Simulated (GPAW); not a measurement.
The system is V.

```
V
1.0
    -1.51435    1.51435    1.51435
     1.51435   -1.51435    1.51435
     1.51435    1.51435   -1.51435
V
1
Direct
  0.00000 0.00000 0.00000
```

```yaml
Program: GPAW 26.7.0
Task: single point
Functional: PBE
Potentials_or_basis: GPAW PAW data sets (gpaw-data 1.2.1)
Cutoff: 600 eV
Basis: pw
k_mesh: 12 × 12 × 12
Occupations: fermi-dirac, width 0.05 eV
Spin: collinear spin, ferromagnetic start
Starting_moments: "[2.0] μB"
```

On this cell: pressure -4.3 GPa; net moment 0.00 μB per cell; band gap on the k mesh none (metal or under the smearing width).

The same run follows on a disturbed copy (cell strained at random at fixed volume):

```xyz
1
Lattice="-1.5170 1.5201 1.5776 1.4987 -1.4781 1.5172 1.5066 1.4677 -1.5355" Properties=species:S:1:pos:R:3 pbc="T T T"
V    -0.0105    0.0071    0.0249
```

Problem. What does the disturbed cell give?

Solution. The energy (extrapolated to zero smearing) moves by +4.2 meV/atom; pressure -4.2 GPa; net moment 0.00 μB per cell; band gap on the k mesh none (metal or under the smearing width).

Stress tensor (GPa, compression positive):
```
-3.47  0.06  0.37
 0.06 -3.02 -0.54
 0.37 -0.54 -6.18
```
